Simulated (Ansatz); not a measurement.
# TiSi: the cost of one run

Method: DFT r2SCAN, scalar-relativistic, plane waves, PAW, in Ansatz 0.2.0.

1 further run of the same task is left out (set aside as unsound or not needed).

## (1) Starting point

Symmetry: Fm-3m, No. 225, cubic system. Conventional cell: a = 4.328 Å, b = 4.328 Å, c = 4.328 Å, α = 90.00°, β = 90.00°, γ = 90.00°. Ti (site symmetry m-3m) has 6 C at 2.16 Å as nearest neighbours. C (site symmetry m-3m) is surrounded by 6 Ti at 2.16 Å.

Coordinates:

```xyz
2
Lattice="0.0000 2.1639 2.1639 2.1639 0.0000 2.1639 2.1639 2.1639 0.0000" Properties=species:S:1:pos:R:3 pbc="T T T"
Ti    0.0000    0.0000    0.0000
C     2.1639    2.1639    2.1639
```

It goes back to an entry of the Materials Project.

This cell was relaxed beforehand with the same method: volume 10.13 Å³/atom, gap on the mesh none (metal).

## (2) The substitution C → Si

TiSi starts from the relaxed positions of TiC, with all lengths scaled by 1.097, a guess from tabulated radii.

## (3) A first look at the start (TiSi)

input.yaml

```yaml
crystal:
  lattice:
    - [0.0, 2.3732924536, 2.3732924536]
    - [2.3732924536, 0.0, 2.3732924536]
    - [2.3732924536, 2.3732924536, 0.0]
  atoms:
    - { symbol: Ti, position: [0.0, 0.0, 0.0] }
    - { symbol: Si, position: [0.5, 0.5, 0.5] }
basis:
  ecutwfc: 500
kpoints:
  mp_grid: { grid: [6, 6, 6] }
hamiltonian:
  xc: r2scan
scf:
  occupations: { method: gaussian, width: 0.1 }
output:
  forces: true
  stress: true
  eigenvalues: true
```

Started as:

```sh
ansatz run input.yaml --threads 1 --pin off --max-ram 2560MiB --backend cpu --events-out ev --progress --plain --runs-dir out
```

What time and memory should one allow on 1 thread of Oxide Virtual Turin-like (Zen 5), shared host?

About 1.2 s, with a peak of 0.39 GiB.
